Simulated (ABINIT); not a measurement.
# Sn (Fd-3m) in ABINIT: single point with r2SCAN

Aim: the single point of Sn with r2SCAN.

Everything below comes from runs of ABINIT 10.8.3 (patched build). Logs are shortened: lines on timing, memory, paths and dates and some standing lists are left out, and cuts for length are marked. The log counts tension as positive stress, the text compression.

## (1) The crystal as given

The structure is cubic, space group Fd-3m (No. 227). The conventional cell has a = 6.467 Å, b = 6.467 Å, c = 6.467 Å, α = 90.00°, β = 90.00°, γ = 90.00°. Around Sn (site symmetry -43m) lie 4 Sn at 2.80 Å.

This isn't the form of Sn at room conditions, which is tetragonal (white tin).

## (2) Single point, r2SCAN

The input, run.abi:

```
# Pseudopotentials
pp_dirpath "./"
pseudos "Sn.GGA_PBE-JTH.xml"

# Structure
acell 3*1.0 Angstrom
rprim
     0.0000000000     3.2333428000     3.2333428000
     3.2333428000     0.0000000000     3.2333428000
     3.2333428000     3.2333428000     0.0000000000
ntypat 1
znucl 50
natom 2
typat 1 1
xcart
     4.8500142000     4.8500142000     4.8500142000
     3.2333428000     3.2333428000     3.2333428000 Angstrom

# Plane-wave basis
ecut 18.0
pawecutdg 36.0

# k points
kptopt 1
ngkpt 6 6 6
nshiftk 1
shiftk 0.0 0.0 0.0

# Exchange and correlation
ixc -497498
usekden 1
pawxcdev 0

# Bands and occupations
nband 18
occopt 3
tsmear 0.05 eV

# SCF cycle
nstep 100
tolvrs 1.0e-8

# Output
iomode 3
prtwf 0
prtden 0
prteig 0
prtebands 0
```

Potentials or basis: JTH PAW PBE v2.0.

Command:

```
$ abinit run.abi > log 2>&1
```

run.abo:

```text
.Version 10.8.3 of ABINIT
 Symmetries : space group Fd -3 m (#227); Bravais cF (face-center cubic)
================================================================================
 Values of the parameters that define the memory need of the present run
     intxc =       0    ionmov =       0      iscf =      17    lmnmax =      18
     lnmax =       6     mgfft =      36  mpssoang =       3    mqgrid =    3001
     natom =       2  nloc_mem =       2    nspden =       1   nspinor =       1
    nsppol =       1      nsym =      48    n1xccc =       1    ntypat =       1
    occopt =       3   xclevel =       2
       mpw =        1678          nfft =       46656          nkpt =          16
 PAW method is used; the additional fine FFT grid is defined by:
   mgfftf=        48    nfftf =    110592
================================================================================
================================================================================

--------------------------------------------------------------------------------
------------- Echo of variables that govern the present computation ------------
--------------------------------------------------------------------------------
 -outvars: echo values of preprocessed input variables --------
            acell      1.8897261259E+00  1.8897261259E+00  1.8897261259E+00 Bohr
              amu      1.18710000E+02
             ecut      1.80000000E+01 Hartree
              ixc     -497498
         kptrlatt        6    0    0      0    6    0      0    0    6
          kptrlen      5.18461923E+01
            natom           2
            nband          18
            ngfft          36      36      36
          ngfftdg          48      48      48
             nkpt          16
            nstep         100
             nsym          48
           ntypat           1
           occopt           3
        pawecutdg      3.60000000E+01 Hartree
         pawxcdev           0
           prtden           0
        prtebands           0
           prteig           0
          prtkden           1
            prtwf           0
            rprim      0.0000000000E+00  3.2333428000E+00  3.2333428000E+00
                       3.2333428000E+00  0.0000000000E+00  3.2333428000E+00
                       3.2333428000E+00  3.2333428000E+00  0.0000000000E+00
          spgroup         227
           tolvrs      1.00000000E-08
           tsmear      1.83746611E-03 Hartree
            typat      1  1
          usekden           1
           useylm           1
           xangst      4.8500142000E+00  4.8500142000E+00  4.8500142000E+00
                       3.2333428000E+00  3.2333428000E+00  3.2333428000E+00
            xcart      9.1651985448E+00  9.1651985448E+00  9.1651985448E+00
                       6.1101323632E+00  6.1101323632E+00  6.1101323632E+00
             xred      7.5000000000E-01  7.5000000000E-01  7.5000000000E-01
                       5.0000000000E-01  5.0000000000E-01  5.0000000000E-01
            znucl       50.00000

================================================================================

 chkinp: Checking input parameters for consistency.

================================================================================
== DATASET  1 ==================================================================

--- !DatasetInfo
iteration_state: {dtset: 1, }
dimensions: {natom: 2, nkpt: 16, mband: 18, nsppol: 1, nspinor: 1, nspden: 1, mpw: 1678, }
cutoff_energies: {ecut:  18.0, pawecutdg:  36.0, }
electrons: {nelect:   2.80000000E+01, charge:   0.00000000E+00, occopt:   3.00000000E+00, tsmear:   1.83746611E-03, }
meta: {optdriver: 0, ionmov: 0, optcell: 0, iscf: 17, paral_kgb: 0, }
...

 Real(R)+Recip(G) space primitive vectors, cartesian coordinates (Bohr,Bohr^-1):
 R(1)=  0.0000000  6.1101324  6.1101324  G(1)= -0.0818313  0.0818313  0.0818313
 R(2)=  6.1101324  0.0000000  6.1101324  G(2)=  0.0818313 -0.0818313  0.0818313
 R(3)=  6.1101324  6.1101324  0.0000000  G(3)=  0.0818313  0.0818313 -0.0818313
 Unit cell volume ucvol=  4.5622791E+02 bohr^3
 Angles (23,13,12)=  6.00000000E+01  6.00000000E+01  6.00000000E+01 degrees

 Coarse grid specifications (used for wave-functions):

 getcut: wavevector=  0.0000  0.0000  0.0000  ngfft=  36  36  36
         ecut(hartree)=     18.000   => boxcut(ratio)=   2.18140

 Fine grid specifications (used for densities):

 getcut: wavevector=  0.0000  0.0000  0.0000  ngfft=  48  48  48
         ecut(hartree)=     36.000   => boxcut(ratio)=   2.05664

--- Pseudopotential description ------------------------------------------------
- pspini: atom type   1  psp file is ./Sn.GGA_PBE-JTH.xml
 Pseudopotential format is: paw10
 basis_size (lnmax)=  6 (lmn_size= 18), orbitals=   0   0   1   1   2   2
 Spheres core radius: rc_sph= 2.51086398
 Shapefunction is BESSEL type: shapef(r,l)=aa(1,l)*jl(q(1,l)*r)+aa(2,l)*jl(q(2,l)*r)
 Radius for shape functions =  1.40702157
 Compensation charge density is not taken into account in XC energy/potential

   1.44039359E+03                                ecore*ucvol(ha*bohr**3)
--------------------------------------------------------------------------------

================================================================================

--- !BeginCycle
iteration_state: {dtset: 1, }
solver: {iscf: 17, nstep: 100, nline: 4, wfoptalg: 10, }
tolerances: {tolvrs: 1.00E-08, }
...

     iter   Etot(hartree)      deltaE(h)  residm     nres2
 ETOT  1  -100.27137515710    -1.003E+02 1.841E-01 1.718E+00
 ETOT  2  -100.12129252585     1.501E-01 5.783E-03 9.529E-01
 ETOT  3  -100.12101544038     2.771E-04 2.063E-03 3.174E-01
 ETOT  4  -100.12078028552     2.352E-04 3.296E-04 9.536E-03
 ETOT  5  -100.12079254450    -1.226E-05 1.102E-04 4.242E-04
 ETOT  6  -100.12079543520    -2.891E-06 5.317E-05 7.973E-05
 ETOT  7  -100.12079613273    -6.975E-07 7.888E-06 6.520E-07
 ETOT  8  -100.12079614126    -8.527E-09 8.569E-06 2.980E-07
 ETOT  9  -100.12079614115     1.043E-10 1.246E-06 5.665E-09

 At SCF step    9       nres2   =  5.67E-09 < tolvrs=  1.00E-08 =>converged.

Result for kinetic energy density :

--------------------------------------------------------------------------------
 Total kinetic energy density [Ha/Bohr^3]
)     Maximum=    8.6521E-01  at reduced coord.    0.7083    0.7708    0.8333
)     Minimum=    6.2281E-04  at reduced coord.    0.0000    0.0000    0.0000
   Integrated=    2.3424E+01
--------------------------------------------------------------------------------

 Cartesian components of stress tensor (hartree/bohr^3)
  sigma(1 1)= -5.72759788E-05  sigma(3 2)=  0.00000000E+00
  sigma(2 2)= -5.72759788E-05  sigma(3 1)=  0.00000000E+00
  sigma(3 3)= -5.72759788E-05  sigma(2 1)=  0.00000000E+00

--- !ResultsGS
iteration_state: {dtset: 1, }
comment   : Summary of ground state results
lattice_vectors:
- [  0.0000000,   6.1101324,   6.1101324, ]
- [  6.1101324,   0.0000000,   6.1101324, ]
- [  6.1101324,   6.1101324,   0.0000000, ]
lattice_lengths: [   8.64103,    8.64103,    8.64103, ]
lattice_angles: [ 60.000,  60.000,  60.000, ] # degrees, (23, 13, 12)
lattice_volume:   4.5622791E+02
convergence: {deltae:  1.043E-10, res2:  5.665E-09, residm:  1.246E-06, diffor: null, }
etotal    :  -1.00120796E+02
entropy   :   0.00000000E+00
fermie    :   1.64162400E-01
cartesian_stress_tensor: # hartree/bohr^3
- [ -5.72759788E-05,   0.00000000E+00,   0.00000000E+00, ]
- [  0.00000000E+00,  -5.72759788E-05,   0.00000000E+00, ]
- [  0.00000000E+00,   0.00000000E+00,  -5.72759788E-05, ]
pressure_GPa:   1.6851E+00
xred      :
- [  7.5000E-01,   7.5000E-01,   7.5000E-01, Sn]
- [  5.0000E-01,   5.0000E-01,   5.0000E-01, Sn]
cartesian_forces: # hartree/bohr
- [  2.82038562E-27,   2.82038562E-27,  -2.82038562E-27, ]
- [ -2.82038562E-27,  -2.82038562E-27,   2.82038562E-27, ]
force_length_stats: {min:   4.88505118E-27, max:   4.88505118E-27, mean:   4.88505118E-27, }
...

 Integrated electronic density in atomic spheres:
 ------------------------------------------------
 Atom  Sphere_radius  Integrated_density
    1        2.51086         11.98958243
    2        2.51086         11.98958243

================================================================================

 ----iterations are completed or convergence reached----

 Mean square residual over all n,k,spin=   84.273E-10; max=  12.464E-07
 reduced coordinates (array xred) for    2 atoms
       0.750000000000      0.750000000000      0.750000000000
       0.500000000000      0.500000000000      0.500000000000
 rms dE/dt=  2.8141E-26; max dE/dt=  3.4466E-26; dE/dt below (all hartree)
    1       0.000000000000     -0.000000000000     -0.000000000000
    2       0.000000000000     -0.000000000000      0.000000000000

 cartesian coordinates (angstrom) at end:
    1      4.85001420000000     4.85001420000000     4.85001420000000
    2      3.23334280000000     3.23334280000000     3.23334280000000

 cartesian forces (hartree/bohr) at end:
    1      0.00000000000000     0.00000000000000    -0.00000000000000
    2     -0.00000000000000    -0.00000000000000     0.00000000000000
 frms,max,avg= 2.8203856E-27 2.8203856E-27   0.000E+00  0.000E+00  0.000E+00 h/b

 cartesian forces (eV/Angstrom) at end:
    1      0.00000000000000     0.00000000000000    -0.00000000000000
    2     -0.00000000000000    -0.00000000000000     0.00000000000000
 frms,max,avg= 1.4503006E-25 1.4503006E-25   0.000E+00  0.000E+00  0.000E+00 e/A
 length scales=  1.889726125908  1.889726125908  1.889726125908 bohr
              =  1.000000000000  1.000000000000  1.000000000000 angstroms
 Fermi (or HOMO) energy (hartree) =   0.16416   Average Vxc (hartree)=  -0.34872
 Eigenvalues (hartree) for nkpt=  16  k points:
 kpt#   1, nband= 18, wtk=  0.00463, kpt=  0.0000  0.0000  0.0000 (reduced coord)
  -0.66141   -0.66141   -0.66141   -0.65901   -0.65901   -0.64664   -0.64664   -0.64664
  -0.64603   -0.64603   -0.24903    0.15220    0.16361    0.16361    0.16361    0.24491
   0.24491    0.24491
      occupation numbers for kpt#   1
   2.00000    2.00000    2.00000    2.00000    2.00000    2.00000    2.00000    2.00000
   2.00000    2.00000    2.00000    1.99703    1.14818    1.14818    1.14818    0.00000
   0.00000    0.00000
 prteigrs : prtvol=0 or 1, do not print more k-points.

--- !EnergyTerms
iteration_state     : {dtset: 1, }
comment             : Components of total free energy in Hartree
kinetic             :  2.34240599135636E+01
hartree             :  5.82827204800269E+01
xc                  : -1.31319009099009E+01
Ewald energy        : -8.63984897458938E+01
psp_core            :  3.15717989545188E+00
local_psp           : -1.55571130111371E+02
PAW spherical_terms :  7.01167786382395E+01
internal            : -1.00120781839884E+02
'-kT*entropy'       : -5.37943823216832E-05
total_energy        : -1.00120835634266E+02
total_energy_eV     : -2.72442672971439E+03
...

--- !EnergyTermsDC
iteration_state     : {dtset: 1, }
comment             : '"Double-counting" decomposition of free energy'
band_energy         : -1.32251458391242E+01
Ewald energy        : -8.63984897458938E+01
psp_core            :  3.15717989545188E+00
xc_dc               : -6.22756035383615E+01
PAW spherical_terms :  5.86213168811567E+01
internal            : -1.00120742346771E+02
'-kT*entropy'       : -5.37943823216832E-05
total_energy_dc     : -1.00120796141153E+02
total_energy_dc_eV  : -2.72442565505205E+03
...

--- !EnergyTermsWithPAWCore
iteration_state     : {dtset: 1, }
comment             : 'Components of total free energy, including PAW core contributions'
Total energy        : -1.23557413402971E+04
Total energy DC     : -1.23557413008040E+04
Total energy (eV)   : -3.36216849966260E+05
Total energy DC (eV): -3.36216848891598E+05
...

 Cartesian components of stress tensor (hartree/bohr^3)
  sigma(1 1)= -5.72759788E-05  sigma(3 2)=  0.00000000E+00
  sigma(2 2)= -5.72759788E-05  sigma(3 1)=  0.00000000E+00
  sigma(3 3)= -5.72759788E-05  sigma(2 1)=  0.00000000E+00

-Cartesian components of stress tensor (GPa)         [Pressure=  1.6851E+00 GPa]
- sigma(1 1)= -1.68511747E+00  sigma(3 2)=  0.00000000E+00
- sigma(2 2)= -1.68511747E+00  sigma(3 1)=  0.00000000E+00
- sigma(3 3)= -1.68511747E+00  sigma(2 1)=  0.00000000E+00

== END DATASET(S) ==============================================================
================================================================================

 -outvars: echo values of variables after computation  --------
            acell      1.8897261259E+00  1.8897261259E+00  1.8897261259E+00 Bohr
           etotal     -1.0012079614E+02
            fcart      2.8203856159E-27  2.8203856159E-27 -2.8203856159E-27
                      -2.8203856159E-27 -2.8203856159E-27  2.8203856159E-27
            rprim      0.0000000000E+00  3.2333428000E+00  3.2333428000E+00
                       3.2333428000E+00  0.0000000000E+00  3.2333428000E+00
                       3.2333428000E+00  3.2333428000E+00  0.0000000000E+00
           strten     -5.7275978765E-05 -5.7275978765E-05 -5.7275978765E-05
                       0.0000000000E+00  0.0000000000E+00  0.0000000000E+00
           xangst      4.8500142000E+00  4.8500142000E+00  4.8500142000E+00
                       3.2333428000E+00  3.2333428000E+00  3.2333428000E+00
             xred      7.5000000000E-01  7.5000000000E-01  7.5000000000E-01
                       5.0000000000E-01  5.0000000000E-01  5.0000000000E-01
 Calculation completed.
```

Wall time 42 s (1 thread of Intel Xeon 6975P-C (Granite Rapids), shared host); peak memory 0.14 GiB.

What came out:

- Free energy: -2724.4257 eV
- Band gap on the k mesh: none (metal or under the smearing width)
- Valence electrons inside the program's atomic spheres: Sn 11.99 (radii [1.3287] Å)

Caveat: the cutoff is too short for stress, so the log's stress isn't used; totals of a meta-GGA on PAW files have another zero than those of a GGA; the PAW data sets were made with another functional, which shifts forces and pressure a little.
